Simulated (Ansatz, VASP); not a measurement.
Two plane-wave programs on PbSe

INCAR

```
SYSTEM = PbSe
PREC = Accurate
ENCUT = 520
EDIFF = 1E-7
ISMEAR = 0
SIGMA = 0.05
LREAL = .FALSE.
LASPH = .TRUE.
NELM = 100
ALGO = Fast
ISIF = 2
LWAVE = .FALSE.
LCHARG = .FALSE.
GGA = PS
NBANDS = 17
```

The input KPOINTS:

```
Automatic mesh
0
G
  6 6 6
  0 0 0
```

POSCAR

```
PbSe
1.0
    3.7236787141      0.0000000000      0.0000000000
    0.0000000000      3.7236787141      0.0000000000
    0.0000000000      0.0000000000      3.7236787141
Pb Se
1 1
Direct
    0.0000000000      0.0000000000      0.0000000000
    0.5000000000      0.5000000000      0.5000000000
```

Input for Ansatz:

```yaml
crystal:
  lattice:
    - [3.7236787141, 0.0, 0.0]
    - [0.0, 3.7236787141, 0.0]
    - [0.0, 0.0, 3.7236787141]
  atoms:
    - { symbol: Pb, position: [0.0, 0.0, 0.0] }
    - { symbol: Se, position: [0.5, 0.5, 0.5] }
basis:
  ecutwfc: 420
kpoints:
  mp_grid: { grid: [6, 6, 6] }
hamiltonian:
  xc: pbesol
scf:
  occupations: { method: gaussian, width: 0.05 }
output:
  forces: true
  stress: true
  eigenvalues: true
```

Measurements of this composition are mostly on another form, of space group No. 225.

Alike in both runs: task single point; functional PBEsol; k mesh 6 × 6 × 6; occupations gaussian, width 0.05 eV; no spin polarisation.

```csv
,VASP,Ansatz
version,VASP 6.6.1,Ansatz 0.2.0
potentials or method,"VASP PAW PBE potentials, release 64 (Pb_d, Se)","scalar-relativistic, plane waves, PAW"
plane-wave cutoff (eV),520,420
valence electrons in the cell,20,30
```

|  | VASP | Ansatz | Ansatz less VASP |
| --- | --- | --- | --- |
| gap on the k mesh at the Fermi level (eV) | none | none | - |
| pressure (GPa) | -0.9 | -0.9 | +0.01 |

A gap of «none» marks a metal or a gap that the smearing closes. With one functional, cell and mesh, what is left measures potentials, basis and numerics. The two sets of potentials don't hold the same shells in valence.

Caveats: the PAW data sets were made with another functional, which shifts forces and pressure a little (VASP). Spin-orbit coupling is left out, which matters for the levels of Pb.
